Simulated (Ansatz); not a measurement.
**Ideal shear of a crystal plane in SiC**

Method: Ansatz, DFT PBE, scalar-relativistic, plane waves, PAW. Settings: plane waves to 420 eV, k-mesh 10×10×3 (Γ-centred), Gaussian smearing 0.05 eV. No spin polarisation. Energies are free energies at this smearing, counted from the undisturbed cell; pressure is positive in compression.

Reference structure (relaxed at this level):

```xyz
8
Lattice="-3.0941 0.0000 0.0000 -1.5471 -2.6796 0.0000 0.0000 0.0000 10.1293" Properties=species:S:1:pos:R:3 pbc="T T T"
Si   -3.0941   -1.7864    6.0173
Si   -1.5471   -0.8932    0.9526
Si    0.0000    0.0000    3.4855
Si    0.0000    0.0000    8.5502
C    -3.0941   -1.7864    4.1126
C    -1.5471   -0.8932    9.1773
C     0.0000    0.0000    1.5867
C     0.0000    0.0000    6.6514
```

The cut lies on the cell's a–b face, a (0 0 1) plane (indices in the standard cell, whose axes needn't be the Cartesian ones shown) of area 8.29 Å², between layers 1.90 Å apart. Vector c is tilted by f times 1·a + 1·b (length 5.359 Å) with the atoms' Cartesian places fixed: one unrelaxed fault a cell. The traction is dγ/du, the slope of γ against the slip u in Å.

```csv
f,γ (mJ/m²),traction (GPa)
0.0000,0,0.0
0.0833,579,26.1
0.1667,2278,48.0
0.2500,4548,48.1
0.3333,5804,0.0
0.4167,4971,-27.5
0.5000,3962,-14.3
0.5833,3738,2.5
0.6667,3888,0.0
0.7500,3404,-23.5
0.8333,1966,-36.4
0.9167,546,-23.8
```

Task: Read off the first barrier and the stress needed to climb it, and compare with Frenkel's sinusoid.

Result: The first sampled maximum lies at f = 0.333, a slip of 1.79 Å, with γ ≈ 5804 mJ/m², which stands in for the unstable fault energy γ_us, and the steepest sampled slope before it is 48.1 GPa. A sinusoid γ = γ_us sin²(πu/λ) with its maximum there has λ = 3.57 Å and a largest slope πγ_us/λ = 51.0 GPa (1 mJ/m² per Å = 0.01 GPa). The stand-in is too high: a rotation axis of order three or more passes through this point, so the curvature is the same in every direction of the plane and the point is a peak of the γ-surface, which slip goes round.

Task: Is there a metastable fault on this line?

Result: The samples dip to a local minimum of 3738 mJ/m² at f = 0.583. It lies off the rotation axes, between two maxima that lie on them, so it is most likely the pass between two peaks of the γ-surface: a saddle for slip across the line, a better estimate of γ_us, and no metastable fault.

The cut is rigid; relaxing the faces lowers these energies and usually the stresses.

Cost: 12 runs of about 2.6 core-minutes in all, on Arm Neoverse V2 (shared hosts).